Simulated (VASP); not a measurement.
Here is a VASP 6.6.1 calculation.

The input INCAR:

```
PREC = Accurate
ENCUT = 900
EDIFF = 1E-8
ISMEAR = 0
SIGMA = 0.05
LREAL = F
LASPH = T
NELM = 100
ALGO = Normal
ISIF = 2
LWAVE = F
LCHARG = F
GGA = PE
NBANDS = 21
ADDGRID = F
```

The input KPOINTS:

```
regular mesh
0
Gamma
  13 13 13
```

The input POSCAR:

```
Ge
1.0
   -2.5744897190      2.5744897190      1.3974126432
    2.5744897190     -2.5744897190      1.3974126432
    2.5744897190      2.5744897190     -1.3974126432
Ge
2
Direct
    0.5000000000      0.5000000000      0.0000000000
    0.2500000000      0.7500000000      0.5000000000
```

Potentials or basis: VASP PAW PBE potentials, release 64 (Ge_d).

Run with:

```sh
$ cat potpaw_PBE.64/Ge_d/POTCAR > POTCAR
$ mpirun -np 1 vasp_std > vasp.out
```

Problem. Estimate the band gap on the k mesh.

Solution. None (metal or under the smearing width).

Problem. What does it give for the pressure?

Solution. 3.1 GPa.

Stress tensor (GPa, compression positive):
```
2.65 0.00 0.00
0.00 2.65 0.00
0.00 0.00 4.03
```
